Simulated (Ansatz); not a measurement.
A crystal relaxed with r2SCAN in the PAW code Ansatz has space group I4_1/amd:1 (No. 141) and a = 3.999 Å, c = 10.203 Å.

```
atom  site       x       y       z
  Xx    4a  0.0000  0.5000  0.2500
   O    8e  0.0000  0.5000  0.0463
```

r2SCAN gives an indirect gap of 2.33 eV, from k = (0.188, 0.188, 0.271) to Γ; the least direct gap is 2.75 eV at Γ. HSE06 gives an indirect gap of 3.39 eV, from P to Γ; the least direct gap is 3.87 eV at Γ. PBE0 gives an indirect gap of 4.11 eV, from P to Γ; the least direct gap is 4.59 eV at Γ. Meshes: r2SCAN 10×10×10, HSE06 6×6×6, PBE0 6×6×6. r2SCAN's ε∞ is 3.7 along x and y, 3.9 along z.

Q: Which element is Xx?
A. Hf
B. Ge
C. Ti
D. Sn

A: D. Xx is Sn: SnO₂ (anatase). Sn has 6 O at 2.05–2.08 Å; O has 3 Sn at 2.05–2.08 Å.

The calculation is spin-unpolarised, and the structure need not be a phase that has been made.

Spin-orbit coupling is left out, which matters wherever the heavy atoms make up the band edges.

Where an edge lies off the special points, it is a point of the mesh or the k point where a search put PBE's edge or least direct gap, reused for the other functionals, whose own edges may lie a little apart.

Coordinates of k points refer to the reciprocal vectors of the primitive cell of the runs.

For a response run the program warns that the ground state's bands aren't all converged, so ε∞ carries an extra error.
